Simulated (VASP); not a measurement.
# Cr (P6_3/mmc) in VASP: notebook, part 2 of 2

VASP 6.6.1.

## 3. Relaxation of cell and atoms, PBEsol

INCAR

```
PREC = Accurate
ENCUT = 600
EDIFF = 1E-6
ISMEAR = 0
SIGMA = 0.1
LREAL = False
LASPH = True
NELM = 100
ALGO = Fast
ISIF = 3
LWAVE = False
LCHARG = False
GGA = PS
IBRION = 2
NSW = 100
EDIFFG = -0.005
```

KPOINTS

```
regular mesh
0
Gamma
  21 21 10
```

POSCAR

```
Cr
1.0
    2.4580497752     -0.0000002762      0.0000000000
   -1.2290246484      2.1287336872      0.0000000000
    0.0000000000      0.0000000000      4.3814330768
Cr
2
Direct
    0.0000000000      0.0000000000      0.0000000000
    0.3333333333      0.6666666667      0.5000000000
```

Potentials or basis: VASP PAW PBE potentials, release 64 (Cr_pv).

Command:

```bash
$ cat potpaw_PBE.64/Cr_pv/POTCAR > POTCAR
$ mpirun -np 1 vasp_std > vasp.out
```

Run time: 5.1 min. Hardware: 1 thread of AMD EPYC 9R45 (Zen 5), shared host; peak memory 0.2 GiB.

Results (log left out):

```yaml
Free_energy: -19.6552 eV
Relaxed_volume: 11.46 Å³/atom
Relaxed_cell: a = 2.455 Å, b = 2.455 Å, c = 4.393 Å, α = 90.00°, β = 90.00°, γ = 120.00°
Space_group_after_relaxing_to_0.05_Å: P6_3/mmc (No. 194)
Energy_gained_by_relaxing: 0.1 meV/atom
Ionic_steps: 11
Pressure_after_relaxing: 0.0 GPa
Band_gap_on_the_k_mesh: none (metal or under the smearing width)
```

Step by step:
| step | energy change (eV) | largest force (eV/Å) | pressure (GPa) | volume (Å³) |
| --- | --- | --- | --- | --- |
| 1 | 0.0000 | 0.0000 | 0.28 | 22.93 |
| 2 | -0.0001 | 0.0000 | -0.84 | 22.99 |
| 3 | -0.0001 | 0.0000 | -0.49 | 22.96 |
| 4 | -0.0002 | 0.0000 | -0.04 | 22.92 |
| 5 | -0.0002 | 0.0000 | -0.14 | 22.93 |
| 6 | -0.0002 | 0.0000 | -0.18 | 22.93 |
| 7 | -0.0002 | 0.0000 | -0.31 | 22.95 |
| 8 | -0.0002 | 0.0000 | -0.18 | 22.94 |
| 9 | -0.0002 | 0.0000 | -0.16 | 22.94 |
| 10 | -0.0003 | 0.0000 | 0.01 | 22.92 |
| 11 | -0.0003 | 0.0000 | -0.01 | 22.92 |

Final structure:
```yaml
crystal:
  lattice:
    - [2.45465, 0.00000, 0.00000]
    - [-1.22733, 2.12579, 0.00000]
    - [0.00000, 0.00000, 4.39298]
  atoms:
    - { symbol: Cr, position: [0.00000, 0.00000, 0.00000] }
    - { symbol: Cr, position: [0.33333, 0.66667, 0.50000] }
```

Levels at points of the mesh, in eV from the Fermi level:
```csv
k point,band 10,band 11,band 12,band 13,band 14,band 15
"(0.00, 0.00, 0.00)",-0.38,-0.38,-0.21,-0.03,-0.03,1.11
"(0.00, 0.00, 0.50)",-1.68,-0.36,-0.36,-0.36,-0.36,1.88
```

Caveat: the PAW data sets were made with another functional, which shifts forces and pressure a little; the run has no spin polarisation, though such a crystal can be magnetic.

## 4. Single point, PBEsol

This run uses another cell than the first one: it holds 4 atoms, not 2.

INCAR

```
ALGO = Fast
EDIFF = 1E-6
ENCUT = 520
GGA = PS
ISIF = 2
ISMEAR = 0
LASPH = T
LCHARG = F
LREAL = F
LWAVE = F
NBANDS = 32
NELM = 100
PREC = Accurate
SIGMA = 0.1
```

KPOINTS

```
k-points
0
Gamma
  21 21 5
```

POSCAR

```
Cr
1.0
    2.4682702589      0.0000000000      0.0000000000
   -1.2341351295      2.1375847476      0.0000000000
    0.0000000000      0.0000000000      8.6959820019
Cr
4
Direct
    0.0000000000      0.0000000000      0.0000000000
    0.3333333333      0.6666666667      0.2500000000
    0.0000000000      0.0000000000      0.5000000000
    0.6666666667      0.3333333333      0.7500000000
```

Potentials or basis: VASP PAW PBE potentials, release 64 (Cr_pv).

Command:

```bash
$ cat potpaw_PBE.64/Cr_pv/POTCAR > POTCAR
$ mpirun -np 1 vasp_std > vasp.out
```

OUTCAR:

```text
EDIFF = 1E-6
   ENCUT = 520
   GGA = PS
   ISIF = 2
   ISMEAR = 0
   LASPH = T
   LREAL = F
   NELM = 100
   PREC = Accurate

 ion  position               nearest neighbor table
   1  0.000  0.000  0.000-   2 2.60   4 2.60   4 2.60   2 2.60   4 2.60   2 2.60
   2  0.333  0.667  0.250-   1 2.60   3 2.60   1 2.60   3 2.60   1 2.60   3 2.60
   3  0.000  0.000  0.500-   2 2.60   4 2.60   4 2.60   2 2.60   4 2.60   2 2.60
[... 1046 lines left out ...]
  Direction    XX          YY          ZZ          XY          YZ          ZX
  --------------------------------------------------------------------------------------
  -------------------------------------------------------------------------------------
  Total       -0.1268121     -0.1268121     -0.1131260      0.0000000     -0.0000000      0.0000000
  in kB       -4.4282945     -4.4282945     -3.9503766      0.0000000     -0.0000000      0.0000000
  external PRESSURE =      -4.2689886 kB  Pullay stress =       0.0000000 kB

 VOLUME and BASIS-vectors are now :
 -----------------------------------------------------------------------------
  energy-cutoff  :      520.00
  volume of cell :       45.88
      direct lattice vectors                 reciprocal lattice vectors
     2.468270259  0.000000000  0.000000000     0.405142021  0.233908855  0.000000000
    -1.234135130  2.137584748  0.000000000     0.000000000  0.467817709  0.000000000
     0.000000000  0.000000000  8.695982002     0.000000000  0.000000000  0.114995638

 POSITION                                       TOTAL-FORCE (eV/Angst)
 -----------------------------------------------------------------------------------
      0.00000      0.00000      0.00000         0.000000      0.000000      0.000000
     -0.00000      1.42506      2.17400         0.000000      0.000000      0.000000
      0.00000      0.00000      4.34799        -0.000000      0.000000      0.000000
      1.23414      0.71253      6.52199        -0.000000      0.000000     -0.000000
 -----------------------------------------------------------------------------------
    total drift:                                0.000000     -0.000000      0.000000

  FREE ENERGIE OF THE ION-ELECTRON SYSTEM (eV)
  ---------------------------------------------------
  free  energy   TOTEN  =       -39.3535094635 eV

  energy  without entropy=      -39.3217529212  energy(sigma->0) =      -39.33763119
```

stdout:

```text
POSCAR found type information on POSCAR Cr
 POSCAR found :  1 types and       4 ions
 scaLAPACK will be used
 -----------------------------------------------------------------------------
|                                                                             |
|                                                                             |
|     You enforced a specific xc type in the INCAR file but a different       |
|     I HOPE YOU KNOW WHAT YOU ARE DOING!                                     |
|                                                                             |
 -----------------------------------------------------------------------------

 LDA part: xc-table for (Slater+PW92), standard interpolation
 POSCAR, INCAR and KPOINTS ok, starting setup
 FFT: planning ... GRIDC
 FFT: planning ... GRID_SOFT
 FFT: planning ... GRID
 WAVECAR not read
 entering main loop
```

Wall time 2.6 min (1 thread of AMD EPYC 9R45 (Zen 5), shared host); peak memory 0.23 GiB.

Results:

| Property | Result |
| --- | --- |
| Free energy | -39.3535 eV |
| Pressure | -0.4 GPa |
| Band gap on the k mesh | none (metal or under the smearing width) |

Levels at points of the mesh, in eV from the Fermi level:
```csv
k point,band 22,band 23,band 24,band 25,band 26,band 27
"(0.00, 0.00, 0.00)",-0.38,-0.38,-0.21,-0.21,-0.09,-0.09
```

Caveat: the PAW data sets were made with another functional, which shifts forces and pressure a little; the run has no spin polarisation, though such a crystal can be magnetic. Spin polarisation is off, so any magnetic state and its effect on volume and gap are missing.

## 5. Summary

| task | cell | k mesh | cutoff (eV) | gap on the mesh (eV) | pressure (GPa) |
| --- | --- | --- | --- | --- | --- |
| single point | P6_3/mmc, 11.49 Å³/atom | 21 × 21 × 10 | 520 | none | -0.4 |
| relaxation of cell and atoms | relaxed | 21 × 21 × 10 | 600 | none | 0.0 |
| single point | P6_3/mmc, 11.47 Å³/atom | 21 × 21 × 5 | 520 | none | -0.4 |

Alike in all rows: level PBEsol; potentials or basis VASP PAW PBE potentials, release 64 (Cr_pv); no spin polarisation; smearing gaussian 0.1 eV.

Caveats: the PAW data sets were made with another functional, which shifts forces and pressure a little; the run has no spin polarisation, though such a crystal can be magnetic.

Total energies depend on the potentials used, so only differences within one code and one set of settings carry meaning.
